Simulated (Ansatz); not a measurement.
**TiCo in Ansatz: the effect of functional**

The system is TiCo.

```
Co Ti
1.0
     3.04468    0.00000    0.00000
     0.00000    3.04468    0.00000
     0.00000    0.00000    3.04468
Co Ti
1 1
Direct
  0.50000 0.50000 0.50000
  0.00000 0.00000 0.00000
```

The cell comes from a database or a generator and needn't be the stable form of this composition.

The cell isn't the ideal one: volume scaled by 1.06.

Alike in all runs:

* Program: Ansatz 0.2.0
* Task: single point
* Potentials or basis: Ansatz PAW
* k mesh: 9 × 9 × 9
* Occupations: fermi-dirac, width 0.05 eV
* Spin: collinear spin, ferromagnetic start
* Starting moments: [2.0, 1.0] μB

```tsv
functional	cutoff	pressure (GPa)	moment (μB)
LDA	420 eV (not typed: the program's choice for these potentials)	-21.9	0.56
PBEsol	420 eV (not typed: the program's choice for these potentials)	-15.6	0.84
r2SCAN	500 eV (not typed: the program's choice for these potentials)	?	?
```

Problem. What does the run with functional r2SCAN give?

Solution. Pressure -7.9 GPa; moment 0.87 μB.

Caveats: the PAW data sets come from PBE, with cores solved anew for the run's functional, which leaves a small shift of forces and pressure; the magnetic or orbital state may not be the lowest (some runs); the starting moments weren't kept (some runs).
